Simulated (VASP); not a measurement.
The system is ZnSnN2.

```
Zn Sn N
1.0
     1.70242    0.98289    5.41444
    -1.70242    0.98289    5.41444
     0.00000   -1.96579    5.41444
Zn Sn N
1 1 2
Direct
  0.50000 0.50000 0.50000
  0.00000 0.00000 0.00000
  0.74300 0.74300 0.74300
  0.25700 0.25700 0.25700
```

The cell was built by a generator and needn't be a form met in nature.

```yaml
Program: VASP 6.6.1
Task: relaxation of cell and atoms
Functional: PBE
Potentials_or_basis: VASP PAW PBE potentials, release 64 (Zn, Sn_d, N)
Cutoff: 520 eV
k_mesh: 5 × 5 × 5
Occupations: gaussian, width 0.15 eV
Spin: no spin polarisation
```

At the start: pressure -17.7 GPa; volume 13.59 Å³/atom.

**Question.** Where does the relaxation end?

**Answer.** Over 8 steps the energy falls by 130.7 meV/atom and the volume is 11.57 Å³/atom (-14.9 %); space group R-3m (No. 166, to 0.05 Å).

Step by step:
```csv
step,energy change (eV),largest force (eV/Å),pressure (GPa),volume (Å³)
1,0.0000,0.0107,-17.71,54.36
2,-0.3177,1.2672,16.13,43.36
3,-0.4834,0.7140,0.37,46.96
4,-0.4828,0.6974,-1.22,47.10
5,-0.5159,0.2628,-0.50,46.79
6,-0.5211,0.0346,-0.69,46.62
7,-0.5212,0.0061,-0.60,46.60
8,-0.5226,0.0348,-0.05,46.28
```

Final structure:
```
CELL_PARAMETERS angstrom
1.60038 0.92398 5.21672
-1.60038 0.92398 5.21672
0.00000 -1.84796 5.21672
ATOMIC_POSITIONS crystal
Zn 0.50000 0.50000 0.50000
Sn 0.00000 0.00000 0.00000
N 0.74630 0.74630 0.74630
N 0.25370 0.25370 0.25370
```

Caveat: the k mesh is coarse (spacing up to 0.43 Å⁻¹), so the values aren't converged; the relaxation stopped at a loose force limit of 0.08 eV/Å, so its end isn't a converged minimum.
